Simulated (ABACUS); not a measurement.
Pd:

```
CELL_PARAMETERS angstrom
0.00000 1.94650 1.94650
1.94650 0.00000 1.94650
1.94650 1.94650 0.00000
ATOMIC_POSITIONS crystal
Pd 0.00000 0.00000 0.00000
```

Base run:

- Program: ABACUS 3.10.1
- Functional: RPBE
- Potentials or basis: SSSP 1.3 efficiency PBE
- Cutoff: 748 eV
- Density cutoff: 5987 eV
- Basis: plane waves
- k mesh: 10 × 10 × 10
- Occupations: fermi-dirac, width 0.05 eV
- Spin: no spin polarisation

Its results: band gap on the k mesh none (metal or under the smearing width); pressure 11.7 GPa.

**Question.** The run is repeated on the same cell with these changes: functional from RPBE to AM05; potentials or basis from SSSP 1.3 efficiency PBE to GBRV ultrasoft 1.5 PBEsol; cutoff from 748 eV to 544 eV; density cutoff from 5987 eV to 4354 eV; valence electrons from 18 to 16. What comes out?

**Answer.** Band gap on the k mesh none (metal or under the smearing width); pressure -2.6 GPa.

Caveats: the potentials were made for another functional, which shifts forces and pressure.
